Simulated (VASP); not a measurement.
Write the native input for VASP 6.6.1 that does the following.

```yaml
Task: relaxation of cell and atoms
Functional: r2SCAN
Potentials_or_basis: VASP PAW PBE potentials, release 64 (Zn, S)
Cutoff: 600 eV
k_mesh: 8 × 8 × 5
Occupations: fermi-dirac, width 0.05 eV
Spin: no spin polarisation
Further_INCAR_settings: ALGO = Normal; EDIFF = 1e-06; IBRION = 2; EDIFFG = -0.01; NSW = 40; ISIF = 3
```

The structure of ZnS (Wurtzite-2H) lies in POSCAR:

```
ZnS
1.0
    3.8110000000      0.0000000000      0.0000000000
   -1.9055000000      3.3004228138      0.0000000000
    0.0000000000      0.0000000000      6.2340000000
Zn S
2 2
Direct
    0.6666666667      0.3333333333      0.5000000000
    0.3333333333      0.6666666667      0.0000000000
    0.6666666667      0.3333333333      0.8850000000
    0.3333333333      0.6666666667      0.3850000000
```

The input as run:

INCAR

```
  PREC = Accurate
  ENCUT = 600
  EDIFF = 1E-6
  ISMEAR = -1
  SIGMA = 0.05
  LREAL = False
  LASPH = True
  NELM = 100
  ALGO = Normal
  ISIF = 3
  LWAVE = False
  LCHARG = False
  METAGGA = R2SCAN
  LMIXTAU = True
  IBRION = 2
  NSW = 40
  EDIFFG = -0.01
```

KPOINTS

```
regular mesh
0
Gamma
  8 8 5
```

Potentials or basis: VASP PAW PBE potentials, release 64 (Zn, S).

Run with:

```console
$ cat potpaw_PBE.64/Zn/POTCAR potpaw_PBE.64/S/POTCAR > POTCAR
$ mpirun -np 1 vasp_std > vasp.out
```

It gave:

```yaml
Relaxed_volume: 19.60 Å³/atom
Relaxed_cell: a = 3.807 Å, b = 3.807 Å, c = 6.246 Å, α = 90.00°, β = 90.00°, γ = 120.00°
Space_group_after_relaxing_to_0.05_Å: P6_3mc (No. 186)
Energy_gained_by_relaxing: 5.5 meV/atom
Ionic_steps: 10
Pressure_after_relaxing: 0.0 GPa
Band_gap_on_the_k_mesh: 2.79 eV, direct
```

Caveat: the PAW data sets were made with another functional, which shifts forces and pressure a little.

Wall time 18 min on 1 thread of AMD EPYC 9R45 (Zen 5), on a shared host, peak memory 0.21 GiB.
